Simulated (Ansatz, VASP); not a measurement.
## C in VASP and in Ansatz

```
CELL_PARAMETERS angstrom
0.00000 1.63475 1.84798
1.63475 0.00000 1.84798
1.63475 1.63475 0.00000
ATOMIC_POSITIONS crystal
C 0.50000 0.50000 0.50000
C 0.75000 0.75000 0.75000
```

Change from the starting cell: strain -0.080 along x and y, +0.040 along z, atoms carried along.

Alike in both runs: task single point; functional PBEsol; k mesh 12 × 12 × 12; occupations gaussian, width 0.05 eV; no spin polarisation.

|  | VASP | Ansatz |
| --- | --- | --- |
| version | VASP 6.6.1 | Ansatz 0.2.0 |
| potentials or method | VASP PAW PBE potentials, release 64 (C) | scalar-relativistic, plane waves, PAW |
| plane-wave cutoff (eV) | 520 | 420 |
| valence electrons in the cell | 8 | 8 |

|  | VASP | Ansatz | Ansatz less VASP |
| --- | --- | --- | --- |
| gap on the k mesh at the Fermi level (eV) | 2.66 | 2.67 | +0.013 |
| least direct gap on the mesh (eV) | 4.78 | 4.78 | +0.005 |
| pressure (GPa) | 74.0 | 72.2 | -1.73 |
| largest component of the traceless stress (GPa) | 97.37 | 97.53 | +0.157 |

With one functional, cell and mesh, what is left measures potentials, basis and numerics.

Caveats: the cell as given lies far from equilibrium; so large a pressure means that the cell lies far from this level's equilibrium, or that cutoff or potentials fall short (VASP); the potentials were made for another functional, which shifts forces and pressure (VASP).
